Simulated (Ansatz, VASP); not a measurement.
Two plane-wave programs on Cd

```
Cd
1.0
     5.22474    0.00000    0.00000
    -2.61237    4.52475    0.00000
     0.00000    0.00000    3.15106
Cd
3
Direct
  0.00000 0.00000 0.00000
  0.33333 0.66667 0.50000
  0.66667 0.33333 0.50000
```

Alike in both runs: functional revPBE; k mesh 7 × 7 × 10; occupations fermi-dirac, width 0.1 eV; no spin polarisation.

Ansatz relaxed the structure, and its values are those at the end. VASP's run is a single point on that final structure, the one shown.

|  | VASP | Ansatz |
| --- | --- | --- |
| version | VASP 6.6.1 | Ansatz 0.2.0 |
| potentials or method | VASP PAW PBE potentials, release 64 (Cd) | plane waves (420 eV) with PAW, scalar-relativistic |
| plane-wave cutoff (eV) | 520 | 420 |
| valence electrons in the cell | 36 | 60 |

|  | VASP | Ansatz | Ansatz less VASP |
| --- | --- | --- | --- |
| pressure (GPa) | 0.2 | 0.0 | -0.16 |

The two sets of potentials don't hold the same shells in valence.

Caveats: the PAW data sets were made with another functional, which shifts forces and pressure a little (VASP).
